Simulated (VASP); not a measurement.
Here is a VASP 6.6.1 calculation.

File POSCAR:

```
KF
1.0
    3.2589550000      0.0000000000      0.0000000000
    0.0000000000      3.2589550000      0.0000000000
    0.0000000000      0.0000000000      3.2589550000
K F
1 1
Direct
    0.0000000000      0.0000000000      0.0000000000
    0.5000000000      0.5000000000      0.5000000000
```

The input INCAR.step1:

```
SYSTEM = KF
PREC = Accurate
ENCUT = 520
EDIFF = 1E-5
ISMEAR = 0
SIGMA = 0.1
LREAL = .FALSE.
LASPH = .TRUE.
NELM = 60
ALGO = Normal
ISIF = 2
LWAVE = .TRUE.
LCHARG = .FALSE.
GGA = PE
```

The input INCAR.step2:

```
SYSTEM = KF
PREC = Accurate
ENCUT = 520
EDIFF = 1E-7
ISMEAR = 0
SIGMA = 0.1
LREAL = .FALSE.
LASPH = .TRUE.
NELM = 60
ALGO = Normal
ISIF = 2
LWAVE = .FALSE.
LCHARG = .FALSE.
METAGGA = R2SCAN
LHFCALC = .TRUE.
AEXX = 0.25
LMIXTAU = .TRUE.
PRECFOCK = Fast
HFRCUT = -1
LUSE_VDW = .TRUE.
IVDW_NL = 2
BPARAM = 11.95
CPARAM = 0.0093
ISTART = 1
```

The input KPOINTS:

```
regular mesh
0
G
  4 4 4
  0 0 0
```

Contents of KPOINTS_OPT:

```
path GXMGRX,MR
12
line-mode
reciprocal
 0.0000000000  0.0000000000  0.0000000000  G
 0.0000000000  0.5000000000  0.0000000000  X

 0.0000000000  0.5000000000  0.0000000000  X
 0.5000000000  0.5000000000  0.0000000000  M

 0.5000000000  0.5000000000  0.0000000000  M
 0.0000000000  0.0000000000  0.0000000000  G

 0.0000000000  0.0000000000  0.0000000000  G
 0.5000000000  0.5000000000  0.5000000000  R

 0.5000000000  0.5000000000  0.5000000000  R
 0.0000000000  0.5000000000  0.0000000000  X

 0.5000000000  0.5000000000  0.0000000000  M
 0.5000000000  0.5000000000  0.5000000000  R
```

Potentials or basis: VASP PAW PBE potentials, release 64 (K_sv, F).

Launch:

```console
$ cat potpaw_PBE.64/K_sv/POTCAR potpaw_PBE.64/F/POTCAR > POTCAR
$ cp INCAR.step1 INCAR
$ mpirun -np 1 vasp_std > vasp.out
$ cp INCAR.step2 INCAR
$ mpirun -np 1 vasp_std > vasp.out
```

(1) What does it give for the band gap on the k mesh?

(2) Estimate the band gap along the path.

(3) Predict the pressure.

Results:

(1) 9.57 eV, indirect (least direct gap 9.62 eV).

(2) 9.57 eV, indirect (least direct gap 9.62 eV).

(3) -4.0 GPa.

Caveat: the k mesh is coarse (spacing up to 0.48 Å⁻¹), so the values aren't converged, least of all with exact exchange; the PAW data sets were made with another functional, which shifts forces and pressure a little.
